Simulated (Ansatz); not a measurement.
Ansatz input file:

```yaml
crystal:
  lattice:
    - [-4.352909136, 4.352909136, 2.567613866]
    - [4.352909136, -4.352909136, 2.567613866]
    - [4.352909136, 4.352909136, -2.567613866]
  atoms:
    - { symbol: Si, position: [0.1773739738, 0.1773739738, 0.3547479476] }
    - { symbol: Si, position: [0.8226260262, 0.1773739738, 0.0] }
    - { symbol: Si, position: [0.1773739738, 0.8226260262, 0.0] }
    - { symbol: Si, position: [0.8226260262, 0.8226260262, 0.6452520524] }
    - { symbol: O, position: [0.5, 0.5, 0.5] }
    - { symbol: O, position: [0.0, 0.5, 0.0] }
    - { symbol: O, position: [0.5, 0.0, 0.0] }
    - { symbol: O, position: [0.0, 0.0, 0.5] }
    - { symbol: O, position: [0.0, 0.2115527671, 0.2115527671] }
    - { symbol: O, position: [0.7884472329, 0.0, 0.7884472329] }
    - { symbol: O, position: [0.2115527671, 0.0, 0.2115527671] }
    - { symbol: O, position: [0.0, 0.7884472329, 0.7884472329] }
basis:
  ecutwfc: 420
kpoints:
  mp_grid: { grid: [6, 6, 6] }
hamiltonian:
  xc: lda
scf:
  occupations: { method: gaussian, width: 0.02 }
output:
  forces: true
  stress: true
  eigenvalues: true
relax:
  adjacent_minimum: "off"
  f_tol: 0.01
  max_steps: 30
  cell: { stress_tol: 0.1, fix: [volume] }
```

Command:
```bash
ansatz run input.yaml --threads 2 --pin off --max-ram 5120MiB --backend cpu --events-out ev --progress --plain --runs-dir out
```

Theory: Ansatz 0.2.0, DFT LDA, scalar-relativistic, plane waves, PAW.

Abridged output (final results; tables in files aren't shown):

```
SCF 7 converged in 5 iterations: F = -6890.231834 eV  dr2 = 4.71e-10
SCF converged after 5 iterations
Free energy (F): -6890.231834 eV
Harris-Foulkes:  -6890.231834 eV  (|F-HF|=2.75e-10)
Internal energy: -6890.231834 eV  (E = F + TS)
E sigma→0 (E₀):  -6890.231834 eV
Fermi energy:    2.909454 eV
--- Per-component energies (eV) ---
  E_band       = -447.248127
  E_kinetic    = 1619.824005
  E_local      = -5403.393032  (includes V_loc(G=0)·N_el)
  E_nonlocal   = 507.957117
  E_hartree    = 2047.524039
  E_xc         = -806.603988
  E_vxc        = -944.114514  (∫ρ·V_xc dr)
  E_paw        = -3136.440300  (= ΣΔE_a)
  E_vpaw       = -322.589989  (= ΣTr[D̂ρ^β])
  E_aug_tail   = 0.021473  (compensation charges beyond the density's cutoff)
  E_ewald      = -1720.233842
  E_core_change = 1.112695  (= ΣΔE_core)
  E_smearing   =  0.000000  (= −TS)
--- Forces (eV/Å), atoms counted from 1 ---
  atom   1  Si     0.00007623     0.00007623     0.00000000
  atom   2  Si     0.00007623    -0.00007623     0.00000000
  atom   3  Si    -0.00007623     0.00007623     0.00000000
  atom   4  Si    -0.00007623    -0.00007623     0.00000000
  atom   5  O      0.00000000     0.00000000     0.00000000
  atom   6  O      0.00000000     0.00000000     0.00000000
  atom   7  O      0.00000000     0.00000000     0.00000000
  atom   8  O      0.00000000     0.00000000     0.00000000
  atom   9  O      0.00078404     0.00000000     0.00000000
  atom  10  O      0.00000000    -0.00078404     0.00000000
  atom  11  O      0.00000000     0.00078404     0.00000000
  atom  12  O     -0.00078404     0.00000000     0.00000000
--- Stress (GPa, compression-positive) ---
        9.115801       0.000000       0.000000
        0.000000       9.115801       0.000000
        0.000000       0.000000       9.205535
  P = ⅓ Tr σ = 9.1457 GPa (91.457 kbar)
--- Band table (eV; the first three rows and the last of 30) ---
  k-point 0: bands = ["-19.4081", "-18.4179", "-17.8588", "-17.8588", "-17.1640", "-17.1471", "-17.1471", "-17.0801", "-9.0105", "-9.0105", "-7.2325", "-6.0982", "-5.7799", "-5.7799", "-5.4868", "-5.4687", "-3.4680", "-2.7980", "-2.7980", "-2.7958", "-2.1036", "-2.0348", "-2.0348", "-1.9476", "-1.9476", "-1.3860", "-1.3051", "-1.3051", "-0.8570", "-0.6578", "0.1487", "0.2377", "5.5812", "8.5743", "8.9190", "9.4085", "9.8011", "9.8011", "9.9531", "10.7152", "10.7152", "10.7735", "11.0954", "11.3792"]
  k-point 1: bands = ["-19.3692", "-18.5497", "-17.8557", "-17.7565", "-17.1682", "-17.1472", "-17.1471", "-17.0818", "-9.0957", "-8.9980", "-7.1096", "-6.0607", "-5.8029", "-5.7876", "-5.5313", "-5.4859", "-3.4585", "-2.7714", "-2.7538", "-2.7511", "-2.1561", "-2.1177", "-2.0870", "-2.0696", "-1.9052", "-1.4691", "-1.3337", "-1.1974", "-0.6665", "-0.5953", "0.1049", "0.1543", "5.7508", "8.4108", "8.9013", "9.3604", "9.7134", "9.8838", "10.0921", "10.5279", "10.5374", "10.7619", "11.2887", "11.2920"]
  k-point 2: bands = ["-19.2594", "-18.7860", "-17.8494", "-17.6101", "-17.1767", "-17.1473", "-17.1471", "-17.0862", "-9.2440", "-8.9725", "-6.8738", "-5.9562", "-5.8596", "-5.8050", "-5.6499", "-5.5185", "-3.4258", "-2.7036", "-2.6431", "-2.6351", "-2.3081", "-2.2954", "-2.2239", "-2.1876", "-1.8565", "-1.6407", "-1.3943", "-0.8511", "-0.4371", "-0.4224", "-0.0708", "-0.0162", "6.2165", "7.7999", "8.9831", "9.3114", "9.8164", "9.9824", "10.1598", "10.2735", "10.3400", "10.8575", "10.9837", "11.4859"]
  k-point 29: bands = ["-18.9415", "-18.9415", "-18.4696", "-17.1994", "-17.1643", "-17.1304", "-17.0777", "-17.0777", "-10.1028", "-7.8338", "-6.4785", "-6.4785", "-6.0698", "-5.7993", "-5.7993", "-5.2867", "-3.4819", "-3.0532", "-2.6982", "-2.5032", "-2.4519", "-2.4519", "-2.2263", "-1.8621", "-1.8621", "-1.4505", "-1.3884", "-0.9732", "-0.9732", "-0.1164", "0.1940", "0.1940", "7.6128", "8.1211", "8.1211", "8.2957", "8.9930", "8.9930", "9.8156", "10.2130", "10.2130", "10.3146", "10.8309", "11.6484"]
--- Relaxed structure (6 steps of the walk, 6 accepted, 1 SCFs on fresh bases) ---
  F+E_penalty+E_count = -6890.23183425 eV   max|allowed force component| = 7.840e-4 eV/Å   (the final SCF, on the basis selected at the relaxed cell)
  cell:  # Å, volume = 194.6027 Å³
    - [-4.33699662, 4.33699662, 2.58648966]
    - [4.33699662, -4.33699662, 2.58648966]
    - [4.33699662, 4.33699662, -2.58648966]
  atoms:
    - { symbol: Si, position: [0.17796051, 0.17796051, 0.35592103] }
    - { symbol: Si, position: [0.82203948, 0.17796051, 0.0] }
    - { symbol: Si, position: [0.17796051, 0.82203948, 0.0] }
    - { symbol: Si, position: [0.82203948, 0.82203948, 0.64407896] }
    - { symbol: O, position: [0.5, 0.5, 0.5] }
    - { symbol: O, position: [0.0, 0.5, 0.0] }
    - { symbol: O, position: [0.5, 0.0, 0.0] }
    - { symbol: O, position: [0.0, 0.0, 0.5] }
    - { symbol: O, position: [0.0, 0.21475587, 0.21475587] }
    - { symbol: O, position: [0.78524412, 0.0, 0.78524412] }
    - { symbol: O, position: [0.21475587, 0.0, 0.21475587] }
    - { symbol: O, position: [0.0, 0.78524412, 0.78524412] }
```

The relaxation met its thresholds.

It took 44 s on 2 threads of Arm Neoverse V2, with other jobs on the host, peak memory 0.52 GiB.